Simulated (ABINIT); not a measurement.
The system is In.

```
In
1.0
    -1.88253    1.88253    1.88253
     1.88253   -1.88253    1.88253
     1.88253    1.88253   -1.88253
In
1
Cartesian
  0.0000 0.0000 0.0000
```

This isn't the form of In at room conditions, which is tetragonal.

Base run:

```yaml
Program: ABINIT 10.8.3 (patched build)
Functional: WC
Potentials_or_basis: JTH PAW PBE v2.0
Cutoff: 707 eV
k_mesh: 10 × 10 × 10
Occupations: fermi-dirac, width 0.05 eV
Spin: no spin polarisation
```

Its results: band gap on the k mesh none (metal or under the smearing width); pressure -1.7 GPa.

Q: After a change of settings the same cell gave: band gap on the k mesh none (metal or under the smearing width); pressure -3.4 GPa. Which change was it?
A. functional from WC to LDA
B. functional from WC to revPBE
C. functional from WC to PW91
D. functional from WC to AM05

A: A.

LDA binds more tightly than WC, so the same cell stands under less pressure.

Caveats: the PAW data sets were made with another functional, which shifts forces and pressure a little.

Runs at the PBE level aren't shown here.
